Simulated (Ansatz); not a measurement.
# Se (Cmcm) in Ansatz: convergence with wavefunction cutoff

Aim: find how far wavefunction cutoff must go before the results for Se settle, at r2SCAN. This setting moves, with any that are tied to it; all else stays.

Everything below comes from runs of Ansatz 0.2.0. Logs are shortened: lines on timing, memory, paths and dates and some standing lists are left out, and cuts for length are marked.

## (1) The structure

The structure is orthorhombic, space group Cmcm (No. 63). The conventional cell has a = 2.789 Å, b = 8.078 Å, c = 4.613 Å, α = 90.00°, β = 90.00°, γ = 90.00°. Se (site symmetry m2m) is surrounded by 4 Se at 2.53 to 2.79 Å.

This isn't the form of Se at room conditions, which is trigonal, of chains.

## (2) With wavefunction cutoff 200 eV

Contents of input.yaml:

```yaml
crystal:
  lattice:
    - [1.39426943, -4.039002765, 0.0]
    - [1.39426943, 4.039002765, 0.0]
    - [0.0, 0.0, 4.6134314]
  atoms:
    - { symbol: Se, position: [0.06434468, 0.93565532, 0.25] }
    - { symbol: Se, position: [0.93565532, 0.06434468, 0.75] }
hamiltonian:
  xc: r2scan
  pseudopotentials: { kind: paw }
kpoints:
  mp_grid: { grid: [8, 8, 5] }
scf:
  occupations: { method: methfessel_paxton, width: 0.05 }
output:
  forces: true
  stress: true
  eigenvalues: true
basis:
  ecutwfc: "200 eV"
```

Potentials or basis: Ansatz PAW.

Launch:

```
$ ansatz run input.yaml --threads 2 --pin off --max-ram 5632MiB --backend cpu --events-out ev --progress --plain --runs-dir out
```

Log:

```text
Warning: basis.ecutwfc = 200 eV is below the records' recommended 500 eV, and the density's cutoff is lower with it unless basis.ecutrho_ratio is high enough to keep the records' density cutoff: compare with a run at a higher cutoff
Warning: RAYON_NUM_THREADS=2 ignored (pool sized by the plan → 2); use --threads N
Engine: ansatz 0.2.0, aarch64-unknown-linux-gnu
Pseudopotentials: kind: paw
Pseudopotential: Se, paw, valence charge 16, recommended cutoff 500 eV (meta_gga), Se.paw.azcp
Functional definition: r2SCAN
  parameter k0 = 0.174
  parameter k1 = 0.065
  parameter a1 = 4.9479
  exchange = r2scan_x(k0 = k0, k1 = k1, a1 = a1)
  correlation = r2scan_c
Crystal: 2 atoms, lattice volume = 51.961 Å³
Basis set: ecut = 200 eV, 341 PW (Γ), exchange–correlation on 80×80×96 points (64 copies of the dense FFT grid, shifted against one another)
Bands: 20, of which v1, the nominal top of the filled ones, is band 16 counted from 1 (15 counted from 0)
Symmetry: 8 space group operations
Space group: Cmcm (ITA 63), of the structure as read, at distance tolerance 3.7e-5 Å
k-points: 63 of 320
Non-local potential: Se, projectors of the file, l = 0: 2, l = 1: 2, l = 2: 3, l = 3: 1
PAW form: soft (Blöchl's): semilocal exchange-correlation on the pseudo side does not see the compensation charge
PAW frozen core: Se, regenerated for the run's functional (the file was generated under x = pbe(κ = 0.804, μ = 0.2195149727645171), c = pbe(β = 0.06672455060314922))
PAW one-centre angular grid: Se, 590 points (default); XC on 160 Gauss nodes
Initial density: superposition of atomic densities (neutral atoms: chi_scale 0, normalization atom), corrected by the library's trained network
Initial wavefunctions: pseudopotential atomic-orbital guess
Functional: x = r2scan, c = r2scan; τ floored in thin density (d = 2e-4 eV/Å³)
SCF iter   1: F=—  HF=-10950.516602 eV  |F-HF|=—  |Δ(HF+E_count)|=         —  Δρ=1.06e-2  dr2=2.85e-2  dr2_τ=9.24e-3  ethr=1.77e-3  ⟨swp⟩=5.3  Hψ=5127  notcnv=0
preconditioner: auto → LDOS  [insulator: Δε(μ)=0.040 eV  Ē_g=11.745 eV  σ=0.050 eV  W_gap=0.60  n_scr=12 (ndim 8)  ℏωp=17.8 eV  f_vac=0.097  D(μ)=1.23/eV (n_scr^D=4)  ε∞_Penn≈3.3  β→1.0]
SCF iter   2: F=—  HF=-10949.544226 eV  |F-HF|=—  |Δ(HF+E_count)|=   9.72e-1  S|Δr|=    0.00e0  Δρ=1.64e-2  dr2=1.49e-1  dr2_τ=8.69e-3  ethr=8.92e-5  ⟨swp⟩=3.0  Hψ=3982  notcnv=0  defer=21
SCF iter   3: F=—  HF=-10949.340656 eV  |F-HF|=—  |Δ(HF+E_count)|=   2.04e-1  S|Δr|=    0.00e0  Δρ=1.88e-3  dr2=1.09e-3  dr2_τ=3.77e-4  ethr=8.92e-5  ⟨swp⟩=2.9  Hψ=2585  notcnv=0  defer=22
SCF iter   4: F=—  HF=-10949.340671 eV  |F-HF|=—  |Δ(HF+E_count)|=   1.55e-5  S|Δr|=    0.00e0  Δρ=3.56e-4  dr2=4.58e-5  dr2_τ=1.27e-6  ethr=3.42e-6  ⟨swp⟩=2.0  Hψ=2246  notcnv=0  defer=21
SCF iter   5: F=—  HF=-10949.340727 eV  |F-HF|=—  |Δ(HF+E_count)|=   5.58e-5  S|Δr|=    0.00e0  Δρ=1.07e-4  dr2=4.89e-6  dr2_τ=1.37e-7  ethr=1.43e-7  ⟨swp⟩=2.0  Hψ=1637  notcnv=0  defer=21
SCF iter   6: F=—  HF=-10949.340731 eV  |F-HF|=—  |Δ(HF+E_count)|=   3.71e-6  S|Δr|=    0.00e0  Δρ=2.43e-5  dr2=3.40e-7  dr2_τ=6.71e-9  ethr=1.53e-8  ⟨swp⟩=2.0  Hψ=1624  notcnv=0  defer=21
SCF iter   7: F=-10949.340731 eV  HF=-10949.340731 eV  |F-HF|=3.78e-9  |Δ(HF+E_count)|=   1.22e-7  S|Δr|=    0.00e0  Δρ=3.10e-6  dr2=3.65e-9  dr2_τ=7.94e-11  ethr=3.13e-10  ⟨swp⟩=6.2  Hψ=4931  notcnv=0
SCF 1 converged in 7 iterations: F = -10949.340731 eV  dr2 = 3.65e-9
SCF converged after 7 iterations
Stability not checked: this state was not tested for a lower state beside it, because cold or Methfessel-Paxton smearing, or corrected tetrahedra, fill the levels in a way that the test cannot read (fill_not_monotonic; see scf.lower_state_search)
Free energy (F): -10949.340731 eV
Harris-Foulkes:  -10949.340731 eV  (|F-HF|=3.78e-9)
Internal energy: -10949.340547 eV  (E = F + TS)
E sigma→0 (E₀):  -10949.340685 eV
Entropy (-TS):   -0.000184 eV (-0.092 meV/atom)
Fermi energy:    7.163579 eV
--- Per-component energies (eV) ---
  E_band       = -899.879237
  E_kinetic    = 242.441919
  E_local      = -5064.223366  (includes V_loc(G=0)·N_el)
  E_nonlocal   = -1116.131623
  E_hartree    = 2493.395362
  E_xc         = -196.833068
  E_vxc        = -212.713203  (∫ρ·V_xc dr)
  E_paw        = -3921.081969  (= ΣΔE_a)
  E_vpaw       = 252.940719  (= ΣTr[D̂ρ^β])
  E_aug_tail   = -0.049117  (compensation charges beyond the density's cutoff)
  E_vtau       = 11.066899  (kinetic-family band-sum trace: ∫τ·v_τ [+ j·A + Jᵃ·Aᵃ] dr)
  E_ewald      = -3383.329145
  E_core_change = -3.529541  (= ΣΔE_core)
  E_smearing   = -0.000184  (= −TS)
  E_closure    = 0.000000  (closes the sum)
  Σ components = -10949.340731   (vs F -10949.340731, Δ=0.00e0)
--- Forces (eV/Å), atoms counted from 1 ---
  atom   1  Se     0.00000000     0.03075466    -0.00000000
  atom   2  Se     0.00000000    -0.03075466     0.00000000
  max |Σ_I F_I| component: 0.00e0 eV/Å
--- Stress (GPa, compression-positive) ---
       -5.658725       0.000000      -0.000000
        0.000000       0.607352       0.000000
       -0.000000       0.000000       5.368276
  P = ⅓ Tr σ = 0.1056 GPa (1.056 kbar)
--- Band table (eV; the first three rows and the last of 63) ---
  k-point 0: bands = ["-45.5581", "-45.4595", "-45.4513", "-45.3516", "-45.2975", "-45.2867", "-45.1875", "-45.1601", "-45.1292", "-45.0634", "-9.4202", "-5.3006", "0.4681", "4.7932", "4.9700", "9.3211", "9.8045", "11.7664", "13.3952", "14.8592"]
  k-point 1: bands = ["-45.4638", "-45.4002", "-45.3970", "-45.3343", "-45.2447", "-45.1939", "-45.1628", "-45.1514", "-45.0842", "-45.0703", "-9.1713", "-5.9996", "1.2628", "4.6008", "5.4811", "9.0616", "9.5080", "11.4752", "13.6151", "14.2298"]
  k-point 2: bands = ["-45.4537", "-45.4523", "-45.4125", "-45.3288", "-45.2552", "-45.2102", "-45.1449", "-45.1124", "-45.1098", "-45.0984", "-8.4406", "-7.3024", "2.6816", "3.8856", "6.8373", "8.0903", "10.0402", "10.7836", "12.6897", "13.5355"]
  k-point 62: bands = ["-45.4447", "-45.4136", "-45.3940", "-45.3781", "-45.2923", "-45.1910", "-45.1772", "-45.1707", "-45.1700", "-45.1625", "-8.2214", "-7.1710", "1.3180", "2.4570", "6.8428", "9.2899", "9.9034", "10.7222", "15.7665", "17.0732"]
```

It took 1.7 s on 2 threads of Arm Neoverse V1, shared host; peak memory 0.31 GiB.

What came out:

* Free energy: -10949.3407 eV
* Pressure: 0.1 GPa
* Largest force: 0.031 eV/Å
* Band gap on the k mesh: none (metal or under the smearing width)

## (3) With wavefunction cutoff 250 eV

Edit input.yaml of step 2 so:

```diff
@@ -20,2 +20,2 @@
 basis:
-  ecutwfc: "200 eV"
+  ecutwfc: "250 eV"
```

Potentials or basis: Ansatz PAW.

Launch:

```
$ ansatz run input.yaml --threads 2 --pin off --max-ram 5632MiB --backend cpu --events-out ev --progress --plain --runs-dir out
```

Run time: 1.9 s. Hardware: 2 threads of Arm Neoverse V1, shared host; peak memory 0.35 GiB.

Results:

```yaml
Free_energy: -10954.8387 eV
Pressure: 0.5 GPa
Largest_force: 0.010 eV/Å
Band_gap_on_the_k_mesh: none (metal or under the smearing width)
```

## (4) With wavefunction cutoff 300 eV

Edit input.yaml of step 3 so:

```diff
@@ -20,2 +20,2 @@
 basis:
-  ecutwfc: "250 eV"
+  ecutwfc: "300 eV"
```

Launch:

```
$ ansatz run input.yaml --threads 2 --pin off --max-ram 5632MiB --backend cpu --events-out ev --progress --plain --runs-dir out
```

Wall time 2.4 s (2 threads of Arm Neoverse V1, shared host); peak memory 0.37 GiB.

What came out:

| Property | Result |
| --- | --- |
| Free energy | -10955.6889 eV |
| Pressure | 0.6 GPa |
| Largest force | 0.023 eV/Å |
| Band gap on the k mesh | none (metal or under the smearing width) |

## (5) With wavefunction cutoff 350 eV

Edit input.yaml of step 4 so:

```diff
@@ -20,2 +20,2 @@
 basis:
-  ecutwfc: "300 eV"
+  ecutwfc: "350 eV"
```

Launch:

```
$ ansatz run input.yaml --threads 2 --pin off --max-ram 5632MiB --backend cpu --events-out ev --progress --plain --runs-dir out
```

Wall time 3.2 s (2 threads of Arm Neoverse V1, shared host); peak memory 0.41 GiB.

What came out:

```
Free energy            : -10955.7576 eV
Pressure               : 0.6 GPa
Largest force          : 0.022 eV/Å
Band gap on the k mesh : none (metal or under the smearing width)
```

## (6) With wavefunction cutoff 400 eV

Edit input.yaml of step 5 so:

```diff
@@ -20,2 +20,2 @@
 basis:
-  ecutwfc: "350 eV"
+  ecutwfc: "400 eV"
```

Potentials or basis: Ansatz PAW.

Launch:

```
$ ansatz run input.yaml --threads 2 --pin off --max-ram 5632MiB --backend cpu --events-out ev --progress --plain --runs-dir out
```

Wall time 3.7 s (2 threads of Arm Neoverse V1, shared host); peak memory 0.46 GiB.

The run converged. Its results:

```yaml
Free_energy: -10955.7603 eV
Pressure: 0.6 GPa
Largest_force: 0.021 eV/Å
Band_gap_on_the_k_mesh: none (metal or under the smearing width)
```

## (7) With wavefunction cutoff 450 eV

Edit input.yaml of step 6 so:

```diff
@@ -20,2 +20,2 @@
 basis:
-  ecutwfc: "400 eV"
+  ecutwfc: "450 eV"
```

Launch:

```
$ ansatz run input.yaml --threads 2 --pin off --max-ram 5632MiB --backend cpu --events-out ev --progress --plain --runs-dir out
```

It took 3.8 s on 2 threads of Arm Neoverse V1, shared host; peak memory 0.46 GiB.

Results (log left out):

```
Free energy            : -10955.7609 eV
Pressure               : 0.6 GPa
Largest force          : 0.021 eV/Å
Band gap on the k mesh : none (metal or under the smearing width)
```

## (8) With wavefunction cutoff 500 eV

Edit input.yaml of step 7 so:

```diff
@@ -20,2 +20,2 @@
 basis:
-  ecutwfc: "450 eV"
+  ecutwfc: "500 eV"
```

Launch:

```
$ ansatz run input.yaml --threads 2 --pin off --max-ram 5632MiB --backend cpu --events-out ev --progress --plain --runs-dir out
```

Wall time 4.4 s (2 threads of Arm Neoverse V1, shared host); peak memory 0.51 GiB.

It converged, with:

| Property | Result |
| --- | --- |
| Free energy | -10955.7614 eV |
| Pressure | 0.6 GPa |
| Largest force | 0.021 eV/Å |
| Band gap on the k mesh | none (metal or under the smearing width) |

## (9) With wavefunction cutoff 600 eV

Edit input.yaml of step 8 so:

```diff
@@ -20,2 +20,2 @@
 basis:
-  ecutwfc: "500 eV"
+  ecutwfc: "600 eV"
```

Potentials or basis: Ansatz PAW.

Launch:

```
$ ansatz run input.yaml --threads 2 --pin off --max-ram 5632MiB --backend cpu --events-out ev --progress --plain --runs-dir out
```

Wall time 6.4 s (2 threads of Arm Neoverse V1, shared host); peak memory 0.6 GiB.

Results (log left out):

```yaml
Free_energy: -10955.7618 eV
Pressure: 0.6 GPa
Largest_force: 0.021 eV/Å
Band_gap_on_the_k_mesh: none (metal or under the smearing width)
```

## (10) With wavefunction cutoff 800 eV

Edit input.yaml of step 9 so:

```diff
@@ -20,2 +20,2 @@
 basis:
-  ecutwfc: "600 eV"
+  ecutwfc: "800 eV"
```

Launch:

```
$ ansatz run input.yaml --threads 2 --pin off --max-ram 5632MiB --backend cpu --events-out ev --progress --plain --runs-dir out
```

Run time: 8.2 s. Hardware: 2 threads of Arm Neoverse V1, shared host; peak memory 0.73 GiB.

Results (log left out):

```
Free energy            : -10955.7622 eV
Pressure               : 0.6 GPa
Largest force          : 0.021 eV/Å
Band gap on the k mesh : none (metal or under the smearing width)
```

## (11) Result

```csv
wavefunction cutoff,"energy less the tightest run, at zero smearing (meV/atom)",pressure (GPa),largest force (eV/Å),SCF cycles,CPU time (s),peak memory (GiB)
200 eV,3210.72,0.11,0.031,7,3.1,0.31
250 eV,461.75,0.54,0.010,6,3.6,0.35
300 eV,36.64,0.59,0.023,6,4.6,0.37
350 eV,2.30,0.57,0.022,6,6.3,0.41
400 eV,0.97,0.57,0.021,6,7.1,0.46
450 eV,0.63,0.57,0.021,6,7.3,0.46
500 eV,0.38,0.57,0.021,6,8.6,0.51
600 eV,0.21,0.57,0.021,6,13,0.6
800 eV,0.00,0.57,0.021,6,16,0.73
```

Against the tightest run, the energy stays within 1 meV/atom from 400 eV on; the pressure stays within 0.1 GPa from 250 eV on; the largest force stays within 0.005 eV/Å from 300 eV on. The tightest run that finished is the yardstick and may itself not be fully converged.

Caveats: the PAW data sets come from PBE, with cores solved anew for the run's functional, which leaves a small shift of forces and pressure.
